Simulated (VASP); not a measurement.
# PbTe: convergence, relaxation of the cell

PbTe, Fm-3m (no. 225), 2 atoms in the cell. PBE; PAW potentials Pb_d, Te (PBE set). VASP 6.6.1. The cell is changed on purpose: volume scaled by 1.03.

Wanted: cell volume within 0.2 %; lattice lengths within 0.1 %; shortest distances from each atom, periodic images included within 0.005 Å.

What the run is for: cell; Accuracy asked: standard.

The series start from Plane-wave cutoff (eV): 360; k-point mesh: 5 × 5 × 5; Relaxation passes: 2; Ionic threshold (EDIFFG): -0.005; Electronic threshold (eV): 1e-6; Precision mode (PREC): Accurate; Relaxation algorithm: IBRION=2 POTIM=0.5. Each series keeps the choices made before it, and each single choice may use up half of a tolerance. Times cover all steps of a run.

## Plane-wave cutoff (eV)

| Plane-wave cutoff (eV) | Cell volume (Å³) | Lattice lengths, largest deviation against the largest value | Shortest distances from each atom, periodic images included, largest deviation (Å) | Time (s) |
|---|---|---|---|---|
| 240 | 70.18 | 0.32 % | 0.0104 | 43 |
| 280 | 70.59 | 0.12 % | 0.0040 | 58 |
| 310 | 70.21 | 0.3 % | 0.0099 | 44 |
| 360 | 70.47 | 0.18 % | 0.0060 | 59 |
| 420 | 70.84 | 0.0073 % | 0.0002 | 40 |
| 500 | 70.82 | 0.017 % | 0.0006 | 66 |
| 620 (reference) | 70.86 | 0 % | 0.0000 | 82 |

Chosen: 420, the loosest value from which every tighter one stays within half of the tolerance.

## k-point mesh

| k-point mesh | Cell volume (Å³) | Lattice lengths, largest deviation against the largest value | Shortest distances from each atom, periodic images included, largest deviation (Å) | Time (s) |
|---|---|---|---|---|
| 3 × 3 × 3 | 70.67 | 0.073 % | 0.0024 | 38 |
| 4 × 4 × 4 | 70.84 | 0.0075 % | 0.0002 | 48 |
| 5 × 5 × 5 | 70.84 | 0.0065 % | 0.0002 | 40 |
| 6 × 6 × 6 | 70.85 | 0.01 % | 0.0003 | 65 |
| 7 × 7 × 7 (reference) | 70.83 | 0 % | 0.0000 | 65 |

Chosen: 4 × 4 × 4.

## Relaxation passes

| Relaxation passes | Cell volume (Å³) | Lattice lengths, largest deviation against the largest value | Shortest distances from each atom, periodic images included, largest deviation (Å) | Time (s) |
|---|---|---|---|---|
| 1 | 70.84 | 0 % | 0.0000 | 26 |
| 2 | 70.84 | 0 % | 0.0000 | 48 |
| 3 (reference) | 70.84 | 0 % | 0.0000 | 50 |

Chosen: 1.

## Ionic threshold (EDIFFG)

| Ionic threshold (EDIFFG) | Cell volume (Å³) | Lattice lengths, largest deviation against the largest value | Shortest distances from each atom, periodic images included, largest deviation (Å) | Time (s) |
|---|---|---|---|---|
| -0.05 | 71.2 | 0.17 % | 0.0055 | 29 |
| -0.02 | 70.84 | 0 % | 0.0000 | 32 |
| -0.01 | 70.84 | 0 % | 0.0000 | 31 |
| -0.005 | 70.84 | 0 % | 0.0000 | 26 |
| -0.002 (reference) | 70.84 | 0 % | 0.0000 | 34 |

Chosen: -0.02.

## Electronic threshold (eV)

| Electronic threshold (eV) | Cell volume (Å³) | Lattice lengths, largest deviation against the largest value | Shortest distances from each atom, periodic images included, largest deviation (Å) | Time (s) |
|---|---|---|---|---|
| 0.0001 | 70.52 | 0.15 % | 0.0049 | 31 |
| 1e-5 | 70.63 | 0.1 % | 0.0033 | 31 |
| 1e-6 | 70.84 | 0.0011 % | 0.0000 | 32 |
| 1e-7 (reference) | 70.84 | 0 % | 0.0000 | 38 |

Chosen: 1e-6.

## Precision mode (PREC)

| Precision mode (PREC) | Cell volume (Å³) | Lattice lengths, largest deviation against the largest value | Shortest distances from each atom, periodic images included, largest deviation (Å) | Time (s) |
|---|---|---|---|---|
| Normal | 70.84 | 0.00022 % | 0.0000 | 22 |
| Accurate (reference) | 70.84 | 0 % | 0.0000 | 32 |

Chosen: Normal.

## Relaxation algorithm

| Relaxation algorithm | Cell volume (Å³) | Lattice lengths, largest deviation against the largest value | Shortest distances from each atom, periodic images included, largest deviation (Å) | Time (s) |
|---|---|---|---|---|
| IBRION=2 POTIM=0.5 | 70.84 | 0 % | 0.0000 | 22 |
| IBRION=2 POTIM=0.2 | 70.76 | 0.037 % | 0.0012 | 18 |
| IBRION=1 POTIM=0.5 | 70.84 | 0.0011 % | 0.0000 | 22 |
| IBRION=1 POTIM=0.2 | 70.84 | 0.0032 % | 0.0001 | 22 |

Chosen: IBRION=2 POTIM=0.5; no other choice that stays within half of the tolerance saves 30 % of the time.

## All choices together

| Input | Cell volume (Å³) | Lattice lengths, largest deviation against the largest value | Shortest distances from each atom, periodic images included, largest deviation (Å) | Time (s) |
|---|---|---|---|---|
| the program's defaults (naive) | 69.74 | 0.52 % | 0.0170 | 12 |
| chosen settings | 70.84 | 0.0054 % | 0.0002 | 22 |
| reference settings throughout | 70.83 | 0 % | 0.0000 | 209 |

The tolerance is met.

Values of the reference run: Lattice lengths: 4.644, 4.644, 4.644 Å; Shortest distances from each atom, periodic images included: 3.284, 3.284, 3.284, 3.284, 3.284, 3.284, 3.284, 3.284 Å.

## The input

INCAR.step1:
```
ALGO = Normal
EDIFF = 1E-6
EDIFFG = -0.02
EFERMI = MIDGAP
ENCUT = 420
GGA = PE
GGA_COMPAT = False
IBRION = 2
ISIF = 3
ISMEAR = 0
LASPH = True
LCHARG = False
LREAL = False
LWAVE = False
NELM = 120
NELMIN = 4
NSW = 80
POTIM = 0.5
PREC = Normal
SIGMA = 0.03
```

INCAR.step2, as INCAR.step1 but for:
```
- EDIFFG = -0.02
- IBRION = 2
- ISIF = 3
- NELMIN = 4
- NSW = 80
- POTIM = 0.5
+ ISIF = 2
```

KPOINTS:
```
Automatic mesh
0
Gamma
  4 4 4
  0 0 0
```

POSCAR.step1:
```
TePb
1.0
    0.0000000000      3.2629921796      3.2629921796
    3.2629921796      0.0000000000      3.2629921796
    3.2629921796      3.2629921796      0.0000000000
Pb Te
1 1
Direct
    0.0000000000      0.0000000000      0.0000000000
    0.5000000000      0.5000000000      0.5000000000
```

Commands (each step's output is kept before the next begins):
```
cat potpaw_PBE.64/Pb_d/POTCAR potpaw_PBE.64/Te/POTCAR > POTCAR
cp INCAR.step1 INCAR
cp POSCAR.step1 POSCAR
mpirun -np 1 vasp_std > vasp.out
cp CONTCAR POSCAR
cp INCAR.step2 INCAR
mpirun -np 1 vasp_std > vasp.out
```

The chosen input took VASP 6.6.1 22 s on 1 core (Intel Xeon Platinum 8259CL @ 2.50GHz (Skylake/Cascade Lake)), a shared host.
